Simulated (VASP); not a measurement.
# Adsorption of CH4 on the (1 1 1) face of Ti, part 3 of 5

Does CH4 stick to the (1 1 1) face of Ti, and does it stay whole? The molecule starts over a bridge site, flat. The start is a cell from a database of measured crystal structures.

VASP 6.6.1, plane waves and PAW; the level of theory is named at each step.

So far. Step 2 (Surface relaxation): The run ended after 12 ionic steps, 2.551 eV below its first step, once the forces on the free atoms met EDIFFG = -0.03. Step 3 (Vacuum level and density of states): The vacuum level lies 4.50 eV above the Fermi level at the upper face; both faces agree, as the slab has next to no dipole.

It derives from a form of Ti that is not the ambient one, so the starting crystal is not the ambient structure.

### Step 4. The free molecule

This step: RPBE with D3(BJ); plane waves and PAW (C, H) (VASP 6.6.1).

System of this step: H4C (CH4). The cell holds 5 atoms: 1 C and 4 H. Cell: a = 13.000 Å, b = 13.500 Å, c = 14.000 Å, α = 90.0°, β = 90.0°, γ = 90.0°. Vacuum lies along a, b and c.

The adsorption energy needs the molecule on its own, relaxed in a large box with the same cutoff and functional.

Input file INCAR:

```
SYSTEM = H4C
PREC = Normal
ENCUT = 400
EDIFF = 1E-05
NELM = 120
ISMEAR = 0
SIGMA = 0.01
LREAL = Auto
ALGO = Fast
GGA = RP
IVDW = 12
NBANDS = 10
LORBIT = 11
LWAVE = .FALSE.
LCHARG = .FALSE.
NCORE = 4
IBRION = 2
NSW = 40
ISIF = 2
EDIFFG = -0.03
POTIM = 0.4
MAXMIX = 40
ISYM = 0
```

Input file POSCAR:

```
H4C
1.0
   13.0000000000      0.0000000000      0.0000000000
    0.0000000000     13.5000000000      0.0000000000
    0.0000000000      0.0000000000     14.0000000000
C H
1 4
Direct
    0.4951123500      0.5003999300      0.5039892900
    0.4306647900      0.4467169900      0.5083178600
    0.4899921900      0.5532830100      0.5644535800
    0.5693352100      0.4600234400      0.5076321400
    0.4904571800      0.5415762600      0.4355464200
```

Input file KPOINTS:

```
Automatic mesh
0
Gamma
1 1 1
0 0 0
```

PAW data sets: C and H (PBE family, release 64).

Launch:

```
$ mpirun -np 4 vasp_gam
```

Output:

```text
[banner, memory and clock lines left out]
running    4 mpi-ranks, on    1 nodes
 distrk:  each k-point on    4 cores,    1 groups
 distr:  one band on    4 cores,    1 groups

 POSCAR found type information on POSCAR C H
 POSCAR found :  2 types and       5 ions
|                                                                             |
|               ----> ADVICE to this user running VASP <----                  |
|                                                                             |
|     You have a (more or less) 'small supercell' and for smaller cells       |
|     it is recommended to use the reciprocal-space projection scheme!        |
|     The real-space optimization is not efficient for small cells and it     |
|     is also less accurate ...                                               |
|     Therefore, set LREAL=.FALSE. in the INCAR file.                         |
|                                                                             |

 [... a notice as in an earlier step ...]

 LDA part: xc-table for (Slater+PW92), standard interpolation
 POSCAR, INCAR and KPOINTS ok, starting setup
 FFT: planning ... GRIDC
 FFT: planning ... GRID_SOFT
 FFT: planning ... GRID
 WAVECAR not read
 entering main loop
       N       E                     dE             d eps       ncg     rms          rms(c)
DAV:   1     0.608142413560E+02    0.60814E+02   -0.13963E+03    28   0.311E+02
DAV:   2     0.380570674015E+00   -0.60434E+02   -0.60323E+02    38   0.501E+01
DAV:   3    -0.251181896661E+02   -0.25499E+02   -0.25455E+02    22   0.592E+01
DAV:   4    -0.271802534779E+02   -0.20621E+01   -0.20614E+01    24   0.238E+01
DAV:   5    -0.272490801869E+02   -0.68827E-01   -0.68822E-01    40   0.434E+00    0.840E+00
RMM:   6    -0.246358089106E+02    0.26133E+01   -0.40864E+00    20   0.103E+01    0.411E+00
RMM:   7    -0.241704370105E+02    0.46537E+00   -0.18582E+00    20   0.735E+00    0.226E+00
RMM:   8    -0.240399405471E+02    0.13050E+00   -0.25998E-01    20   0.294E+00    0.619E-01
RMM:   9    -0.240216020761E+02    0.18338E-01   -0.26302E-02    20   0.106E+00    0.310E-01
RMM:  10    -0.240306178606E+02   -0.90158E-02   -0.15365E-01    20   0.189E+00    0.590E-01
RMM:  11    -0.240112854216E+02    0.19332E-01   -0.25443E-02    20   0.847E-01    0.976E-02
RMM:  12    -0.240154284554E+02   -0.41430E-02   -0.13683E-03    20   0.266E-01    0.113E-01
RMM:  13    -0.240213095459E+02   -0.58811E-02   -0.46319E-03    20   0.391E-01    0.295E-02
RMM:  14    -0.240270555691E+02   -0.57460E-02   -0.22991E-02    20   0.766E-01    0.274E-01
RMM:  15    -0.240243628934E+02    0.26927E-02   -0.94036E-03    20   0.461E-01    0.441E-02
RMM:  16    -0.240248054130E+02   -0.44252E-03   -0.44474E-03    20   0.352E-01    0.522E-02
RMM:  17    -0.240249180887E+02   -0.11268E-03   -0.25410E-04    20   0.129E-01    0.498E-02
RMM:  18    -0.240249338649E+02   -0.15776E-04   -0.52967E-04    20   0.109E-01    0.751E-03
RMM:  19    -0.240249909838E+02   -0.57119E-04   -0.67698E-05    20   0.618E-02    0.118E-02
RMM:  20    -0.240250285974E+02   -0.37614E-04   -0.29316E-05    19   0.345E-02    0.168E-02
RMM:  21    -0.240250270570E+02    0.15404E-05   -0.27228E-05    20   0.264E-02
   1 F= -.24201813E+02 E0= -.24201813E+02  d E =-.242018E+02
 curvature:   0.00 expect dE= 0.000E+00 dE for cont linesearch  0.000E+00
 trial: gam= 0.00000 g(F)=  0.199E-01 g(S)=  0.000E+00 ort = 0.000E+00 (trialstep = 0.100E+01)
 search vector abs. value=  0.199E-01
 bond charge predicted
       N       E                     dE             d eps       ncg     rms          rms(c)
DAV:   1    -0.240358547581E+02   -0.10826E-01   -0.37153E-01    24   0.436E+00    0.332E-01
RMM:   2    -0.240487551583E+02   -0.12900E-01   -0.16600E-01    20   0.191E+00    0.624E-01
RMM:   3    -0.240312209322E+02    0.17534E-01   -0.42664E-02    20   0.102E+00    0.145E-01
RMM:   4    -0.240318482981E+02   -0.62737E-03   -0.10933E-02    20   0.571E-01    0.342E-02
RMM:   5    -0.240320282764E+02   -0.17998E-03   -0.16195E-03    20   0.275E-01    0.181E-02
RMM:   6    -0.240320829998E+02   -0.54723E-04   -0.23612E-04    20   0.121E-01    0.152E-02
RMM:   7    -0.240321615650E+02   -0.78565E-04   -0.42348E-04    20   0.116E-01    0.220E-02
RMM:   8    -0.240321494543E+02    0.12111E-04   -0.34567E-05    20   0.412E-02    0.111E-02
RMM:   9    -0.240321576159E+02   -0.81616E-05   -0.58523E-05    20   0.382E-02
   2 F= -.24209511E+02 E0= -.24209511E+02  d E =-.769794E-02
 trial-energy change:   -0.007698  1 .order   -0.007562   -0.019869    0.004745
 step:   0.8123(harm=  0.8072)  dis= 0.00971  next Energy=   -24.209956 (dE=-0.814E-02)
 bond charge predicted
       N       E                     dE             d eps       ncg     rms          rms(c)
DAV:   1    -0.240328525765E+02   -0.70312E-03   -0.13171E-02    20   0.819E-01    0.675E-02
RMM:   2    -0.240326822511E+02    0.17033E-03   -0.74679E-04    20   0.138E-01    0.259E-03
RMM:   3    -0.240326941005E+02   -0.11849E-04   -0.34451E-05    20   0.436E-02    0.863E-03
RMM:   4    -0.240326945691E+02   -0.46858E-06   -0.15245E-05    16   0.247E-02
   3 F= -.24209943E+02 E0= -.24209943E+02  d E =-.812937E-02
 curvature:  -0.40 expect dE=-0.365E-06 dE for cont linesearch -0.100E-06
 trial: gam= 0.00000 g(F)=  0.905E-06 g(S)=  0.000E+00 ort =-0.703E-04 (trialstep = 0.962E+00)
 search vector abs. value=  0.905E-06
 reached required accuracy - stopping structural energy minimisation
```

Elapsed: 7.6 s, on 4 MPI ranks of AMD EPYC 9R45, shared host; peak memory 1 GiB.

OUTCAR, selected parts (step 4):

```text
 Found      1 irreducible k-points:

   k-points           NKPTS =      1   k-points in BZ     NKDIM =      1   number of bands    NBANDS=     10

   dimension x,y,z NGX =    64 NGY =   70 NGZ =   70
   dimension x,y,z NGXF=   128 NGYF=  140 NGZF=  140

   ENCUT  =  400.0 eV  29.40 Ry    5.42 a.u.  21.20 22.02 22.83*2*pi/ulx,y,z

   NELECT =       8.0000    total number of electrons

 Edisp (eV)   -0.17735

 E-fermi :  -9.2957

 k-point     1 :       0.0000    0.0000    0.0000
  band No.  band energies     occupation
      1     -16.9901      2.00000
      2      -9.3574      2.00000
      3      -9.3567      2.00000
      4      -9.3561      2.00000
      5      -0.5142      0.00000
      6       0.3266      0.00000
      7       0.5089      0.00000
      8       0.5457      0.00000
      9       0.5925      0.00000
    ...

 Edisp (eV)   -0.17725

  Total      -0.36905    -0.37941    -0.37394     0.00178    -0.00064     0.00301
  in kB      -0.24065    -0.24741    -0.24384     0.00116    -0.00042     0.00196
  external pressure =       -0.24 kB  Pullay stress =        0.00 kB

  energy-cutoff  :      400.00
  volume of cell :     2457.00
      direct lattice vectors                 reciprocal lattice vectors
    13.000000000  0.000000000  0.000000000     0.076923077  0.000000000  0.000000000
     0.000000000 13.500000000  0.000000000     0.000000000  0.074074074  0.000000000
     0.000000000  0.000000000 14.000000000     0.000000000  0.000000000  0.071428571

 POSITION                                       TOTAL-FORCE (eV/Angst)
 -----------------------------------------------------------------------------------
      6.43638      6.75538      7.05587         0.002941      0.000637     -0.000174
      5.60716      6.03805      7.11582        -0.002577     -0.001759     -0.000046
      6.37057      7.46209      7.89378        -0.000400      0.000650      0.001477
      7.39160      6.21583      7.10631        -0.000366      0.000492     -0.000115
      6.37659      7.30563      6.10736         0.000403     -0.000019     -0.001142
 -----------------------------------------------------------------------------------
    total drift:                               -0.001103      0.001103      0.002664

  FREE ENERGIE OF THE ION-ELECTRON SYSTEM (eV)
  ---------------------------------------------------
  free  energy   TOTEN  =       -24.2099427250 eV

  energy  without entropy=      -24.2099427250  energy(sigma->0) =      -24.20994273

 total charge
# of ion       s       p       d       tot
------------------------------------------
    1        0.846   1.796   0.000   2.642
    2        0.646   0.041   0.000   0.688
    3        0.646   0.041   0.000   0.688
    4        0.646   0.041   0.000   0.688
    5        0.646   0.041   0.000   0.688
--------------------------------------------------
tot          3.431   1.961   0.000   5.392

[... 1 part as in an earlier step ...]

[... 3 further parts left out ...]
```

The steps of the relaxation:

| step | energy less that of the first step (eV) | largest force (eV/Å) |
| --- | --- | --- |
| 1 | 0.0000 | 0.3599 |
| 2 | -0.0077 | 0.0882 |
| 3 | -0.0081 | 0.0031 |

The atoms that moved most (Å):

| atom | dx | dy | dz | length |
| --- | --- | --- | --- | --- |
| H2 | 0.009 | 0.007 | -0.001 | 0.011 |
| H5 | 0.001 | -0.006 | 0.010 | 0.011 |
| H3 | 0.001 | -0.007 | -0.009 | 0.011 |
| H4 | -0.010 | 0.006 | -0.001 | 0.011 |

The relaxed structure:

```cif
data_structure
_symmetry_space_group_name_H-M 'P 1'
_symmetry_Int_Tables_number 1
_cell_length_a 13.0000
_cell_length_b 13.5000
_cell_length_c 14.0000
_cell_angle_alpha 90.000
_cell_angle_beta 90.000
_cell_angle_gamma 90.000
_cell_volume 2457.00
loop_
_atom_site_label
_atom_site_type_symbol
_atom_site_fract_x
_atom_site_fract_y
_atom_site_fract_z
_atom_site_occupancy
C1 C 0.49511 0.50040 0.50399 1
H2 H 0.43132 0.44726 0.50827 1
H3 H 0.49004 0.55275 0.56384 1
H4 H 0.56858 0.46043 0.50759 1
H5 H 0.49051 0.54116 0.43624 1
```

This step gave:

- electronic cycles: 34
- electrons: 8
- free energy (TOTEN): -24.21 eV
- gap between the highest filled and lowest empty level: 8.842 eV

The run ended after 3 ionic steps, 0.008 eV below its first step, once the forces on the free atoms met EDIFFG = -0.03.

Energy at zero smearing: -24.20994 eV.

(Part 3 of 5 ends here.)

[Lines on the potential files, build, host, timing and source positions are cut from VASP's logs without a mark.]

[Logs are printed without paths, hosts, clocks, repeated set-up lines and the standing remarks that a program may print on its own settings, such as how far it seeks lower states.]

[Hosts, paths, dates, database ids (printed as entryN), source tags and the programs' standing remarks are cut or masked in the printed files.]

[Runs that stopped without an error message from VASP are left out.]

[In band tables of VASP the shares of atoms and orbitals are scaled to a sum of 1 inside the atoms' spheres.]
